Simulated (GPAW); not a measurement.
The system is Fe.

```xyz
1
Lattice="-1.4430 1.4430 1.4430 1.4430 -1.4430 1.4430 1.4430 1.4430 -1.4430" Properties=species:S:1:pos:R:3 pbc="T T T"
Fe    0.0000    0.0000    0.0000
```

```yaml
Program: GPAW 26.7.0
Task: relaxation of cell and atoms
Functional: PBEsol
Dispersion: D3(BJ)+ATM
Potentials_or_basis: PAW data sets generated in the run's folder for this functional
Cutoff: 600 eV
Basis: pw
k_mesh: 13 × 13 × 13
Occupations: fermi-dirac, width 0.05 eV
Spin: collinear spin, ferromagnetic start
Starting_moments: "[3.0] μB"
```

At the start: pressure -19.4 GPa; volume 12.02 Å³/atom.

Q: How do energy, volume and symmetry change on relaxing?

A: Over 4 steps the energy falls by 87.8 meV/atom and the volume is 10.76 Å³/atom (-10.5 %); space group Im-3m (No. 229, to 0.05 Å); moment 2.05 μB per cell.

Step by step:
```
step  energy change (eV)  largest force (eV/Å)  pressure (GPa)  volume (Å³)
   1              0.0000                0.0000          -19.37        12.02
   2             -0.0697                0.0000          -10.46        11.29
   3             -0.0861                0.0000            3.54        10.59
   4             -0.0878                0.0000           -0.23        10.76
```

Final structure:
```yaml
crystal:
  lattice:
    - [-1.39061, 1.39061, 1.39061]
    - [1.39061, -1.39061, 1.39061]
    - [1.39061, 1.39061, -1.39061]
  atoms:
    - { symbol: Fe, position: [0.00000, 0.00000, 0.00000] }
```

Caveat: each step starts from the last one's moments, so a moment once lost doesn't come back; later steps reuse the first step's grids; pairwise dispersion overbinds metals, which lowers pressure and volume.
